SnSe2 (CdI2 type, P-3m1, a = 3.872 Å, c = 6.971 Å) under biaxial strain in the a–b plane, with c and the atoms relaxed within the symmetry; changes are relative to this unstrained cell. Calculated with Ansatz 0.2.0 using PBE and scalar-relativistic plane-wave PAW, without spin polarisation, with a 420 eV cutoff, a 12×12×4 k mesh and 0.02 eV Gaussian smearing.

```
strain (%)  energy change (meV/atom)  volume change (%)  a change (%)  c change (%)  band gap (eV)
        -6                      82.8              -6.12         -6.00          6.24          0.315
        -4                      34.7              -3.48         -4.00          4.73          0.464
        -2                       8.2              -1.21         -2.00          2.87          0.584
         2                       7.3               1.56          2.00         -2.38          0.772
         4                      27.4               1.78          4.00         -5.90          0.542
```

Stretching the layers of SnSe₂ opens the band gap, until it suddenly closes it. From the most compressed crystal to the one stretched by 2 %, the gap climbs from 0.315 to 0.772 eV. Two per cent further on, it has fallen back to 0.542 eV. The question is what changes in that last step.

**Both edges of the gap change course**

Within the symmetry that the relaxation preserves, the crystal itself does not change abruptly; a distortion that breaks this symmetry would go unseen. Divided by the square of the strain, the energy falls gently from row to row, from 2.3 to 1.7 meV per atom, with no jump before the last one. The total energy depends on the occupied states, however, while the upper edge of the gap is an empty one. A different empty state can become the lowest without leaving any mark on the energy, and two filled states can likewise trade places at the top of the valence band.

The same calculations show such a change at the conduction edge. In the unstrained crystal and at +2 %, the conduction band has its minimum at L, a point on the boundary of the Brillouin zone. At +4 % the minimum lies at Γ, the centre of the zone. In the same step the smallest direct gap, taken between states of equal wave vector, drops from 1.094 to 0.556 eV. Two conduction valleys therefore cross somewhere between +2 and +4 %.

The crossing appears to be the smaller part of the answer. Measured from each run's mean electrostatic potential, which allows a rough comparison between cells, both edges were falling before the turn: from 0 to +2 % the valence edge fell by 0.176 eV and the conduction edge at L by only 0.080 eV, so the gap opened. From +2 to +4 % the conduction edge falls by 0.145 eV, somewhat faster than before, while the valence edge reverses and rises by 0.108 eV. On this scale the turn is mostly the work of the valence edge. Had it kept falling, the new valley would not have lowered the gap, and its rise would have narrowed the gap even without that valley. This division is only as good as the reference, because an error in it shifts both edges alike. The valence maximum has changed its direction from Γ but hardly come closer: on the mesh it lies 0.14 reciprocal lattice lengths away at +4 %, against 0.17 at +2 %. That the smallest direct gap at +4 % nevertheless exceeds the gap on the mesh by only 0.014 eV reflects the flat top of the valence band. The largest gap may lie between the two rows and be higher than any value in the table. The edges quoted here are read from a mesh of wave vectors, whose gaps lie up to 0.023 eV above those in the table, so a band edge or crossing between the sampled points can be missed, and the gaps are uncertain by at least that much.

**Why the gap first opens**

The top of the valence band consists mainly of Se 4p orbitals. Within a layer, each Se atom has Se neighbours at the distance $a$, the in-plane lattice constant. Compression brings these neighbours closer, their orbitals overlap more, and the 4p band broadens. Its upper edge, made of antibonding combinations, is pushed towards the conduction band, so the gap narrows. Tension reverses this, as far as +2 %.

Overlap grows faster the closer the atoms are, so the gap should respond most strongly in the compressed crystal. It does: the slope is 0.075 eV per per cent of strain between −6 and −4 %, but only 0.047 between −2 and +2 %. On the same rough scale both edges rise under compression and the valence edge rises faster. This supports the picture but does not establish it: the orbital character is assumed rather than read from the runs, and the valence maximum moves to a different wave vector between −2 % and the unstrained crystal.

**Why the states near Γ move**

The lowest conduction state at Γ is an antibonding mixture of Sn 5s and Se 4p. Stretching the Sn–Se bonds weakens the antibonding overlap and lowers the state, but it is expected to lower the valley at L as well. Flattening of the layer should act on Γ in particular, because there symmetry lets Sn 5s mix only with the Se 4p orbital along $c$, which points less towards Sn as the layer thins. A further effect acts between the layers. At Γ the wave repeats with the same sign in every cell, and symmetry makes the Se 4p lobes that face each other across the interlayer space equal in sign. Their contact is bonding, so this state also falls when the layers approach. Occupied Se 4p states whose facing lobes have opposite signs are antibonding across the same space and rise instead, which may be why the valence edge is higher at +4 %. The valence maximum lies off Γ, however, where this argument holds only approximately. From 0 to +2 %, moreover, the valence edge fell although $c$ was already shrinking, so the approach of the layers cannot be the only influence on it.

Whether the layers do approach can be judged from geometry. Each Sn atom lies above the centre of a triangle of Se atoms with side $a$, at a horizontal distance $a/\sqrt{3}$ from each corner. If the Sn–Se bond keeps its length $d$, a wider triangle forces the layer to become flatter, much as a tripod sinks when its feet slide apart. The thickness of the layer, measured between its two Se planes, is

$$t = 2\sqrt{d^2 - a^2/3}.$$

With $d = 2.75$ Å and $a = 3.872$ Å, the unstrained layer has $t = 2\sqrt{7.563 - 4.997} = 3.20$ Å. At +4 %, $a$ is 4.027 Å and $t = 2\sqrt{7.563 - 5.405} = 2.94$ Å, a loss of 0.27 Å. The repeat distance $c$, which holds one layer and one interlayer space, shrinks by 0.41 Å. The remaining 0.15 Å (differences are taken before rounding) must come out of the space between the layers.

This is a lower bound, since real bonds lengthen somewhat under tension and keep the layer thicker than the estimate allows. Flattening thus explains at most about two thirds of the contraction in this row and leaves the rest to the approach of the layers. The relaxed atomic positions point to a smaller share: between +2 and +4 % the layer thins by only 0.051 Å, where rigid bonds would give 0.137 Å. The printed output after this text gives the rigid-bond division for every row, with no adjusted constant.

**The sudden contraction is not so sudden**

The shrinking of $c$ also makes sense of an entry that looks irregular. Between +2 and +4 % the volume grows by only 0.22 % of its starting value, although the area of the layers grows by about 4 %. The contraction of $c$ almost cancels that growth. Yet it is the end of a steady trend: for each per cent of strain, $c$ shrinks by 0.76 % in the most compressed interval and by 1.76 % in the most stretched one, with the other intervals in order between them. The interval from −2 to +2 % is taken whole here, because the starting cell keeps a slight compression along $c$ that makes its own $c$ a little too short. The row at −4 % keeps a smaller residue of the same kind, so the two slopes beside it are rough.

Flattening contributes almost nothing to this acceleration. With rigid bonds the tripod effect would strengthen as the layer flattens and supply about a fifth of it. In the relaxed cells, however, the layer thins by 0.049 Å in the first interval and by 0.051 Å in the last, while the contraction of $c$ grows from 0.105 to 0.245 Å. Nearly all of the acceleration therefore falls on the weakly held space between the layers. The Se atoms of one layer sit over the hollows of the next, but sinking into a wider net at fixed Se–Se distance is expected to be small and nearly proportional to the strain, so the cause of the acceleration is not identified here.

How the shifts of the two band edges divide between changes within a layer and closer layers remains open. A calculation at +4 % with the interlayer space held at its unstrained width would separate the two, for the valence edge as well as for the valley.

**What the gap does and does not tell**

The size of the gap does not reveal the strain. The value at +4 % lies between those at −4 and −2 %, so a stretched and a compressed crystal can have the same gap. Their electrons would nevertheless occupy different valleys: three equivalent ones at L under compression, a single one at Γ under strong tension.

The strain at which the gap turns should not be taken as a prediction for the real crystal. The layers are held together largely by dispersion forces, which PBE leaves out, and the computed $c$ of 6.97 Å is far above the measured value of roughly 6.1 Å. Any band edge that responds to the interlayer distance will then be misplaced. PBE also makes gaps too small, and spin–orbit coupling, which shifts the Se 4p edge, is not included, nor is the thermal and zero-point motion of the atoms. The firmer lesson is qualitative: under strain, each band state follows its own slope, and the gap can turn when a different state takes over either edge.

The analysis program printed:

```
Geometry with bonds of fixed length:
  row  Se-Se in plane A  change of c A  change of layer thickness A  change of interlayer space A
   -6              3.64          0.435                       0.3447                       0.09033
   -4             3.717         0.3297                       0.2359                       0.09378
   -2             3.795         0.2001                       0.1213                        0.0788
    2             3.949        -0.1659                      -0.1286                      -0.03726
    4             4.027        -0.4113                      -0.2656                       -0.1457
Gaps and energy:
  row  direct gap eV  direct less mesh gap eV  mesh less table gap eV  energy over strain squared meV per atom
   -6          0.939                    0.623                   0.001                                      2.3
   -4          0.993                    0.527                   0.002                                    2.169
   -2          1.035                    0.441                    0.01                                     2.05
    2          1.094                    0.299                   0.023                                    1.825
    4          0.556                    0.014                       0                                    1.712
Gap rise from -6 to +2 %, eV: 0.457
Gap slope from -6 to -4 %, eV per %: 0.0745
Gap slope from -4 to -2 %, eV per %: 0.06
Gap slope from -2 to +2 %, eV per %: 0.047
Gap change from +2 to +4 %, eV: -0.23
Mesh gap change from 0 to +2 %, eV: 0.096
Direct gap change from +2 to +4 %, eV: -0.538
Change of c per % strain from -6 to -4 %, in %: -0.755
Change of c per % strain from -4 to -2 %, in %: -0.93
Change of c per % strain from -2 to +2 %, in %: -1.312
Change of c per % strain from +2 to +4 %, in %: -1.76
Volume growth from +2 to +4 %, in % of the start: 0.22
```
